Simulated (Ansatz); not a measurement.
**AlN: what the electron mass says about interband coupling**

All numbers below come from Ansatz 0.2.0, DFT PBE, scalar-relativistic, plane waves, PAW.

Plane waves to 420 eV, a k mesh through Γ of 9×9×6 on the computed 4-atom cell and Gaussian smearing (0.02 eV); no spin polarisation.

Relaxed cell: P6_3/mmc, a = 3.314 Å, b = 3.314 Å, c = 4.187 Å, α = 90.00°, β = 90.00°, γ = 120.00°, 4 atoms in the primitive cell. This form isn't the usual stable structure of the compound.

The direct gap at Γ is 3.253 eV, and at Γ the conduction band has a mass of 0.3145 mₑ and the lightest hole 0.2706 mₑ, both along z.

**Question.** Use two-band k·p theory to get the Kane energy. As an exercise, what mass follows if the true gap is 1.5 times the computed one (semilocal functionals can miss by more, threefold or worse in zinc and cadmium oxides)?

**Answer.** Coupling to the valence top alone gives mₑ/m* = 1 + E_P/E_g, so E_P = E_g (mₑ/m* − 1) = 3.253 × (3.18 − 1) = 7.1 eV. The light hole is the mirror band, mₑ/mₗₕ = E_P/E_g − 1, and gives 15.3 eV; the spread shows what other bands add. Fits to experiment give about 15 to 31 eV for common tetrahedral semiconductors; the figure from the electron is a net one, lowered by higher conduction bands, and semilocal functionals tend to give less. With E_P fixed and E_g = 4.88 eV the mass becomes 0.408 mₑ: in this model the mass grows with the gap, in proportion where E_P ≫ E_g, which is why functionals that close gaps give light electrons. A correction that opens the gap also strengthens the coupling, so the true mass usually rises less. Remote bands and spin-orbit splitting are left out of the model.

Cost: 3 runs of about 1.2 core-minutes in all, on Arm Neoverse V1 (shared hosts).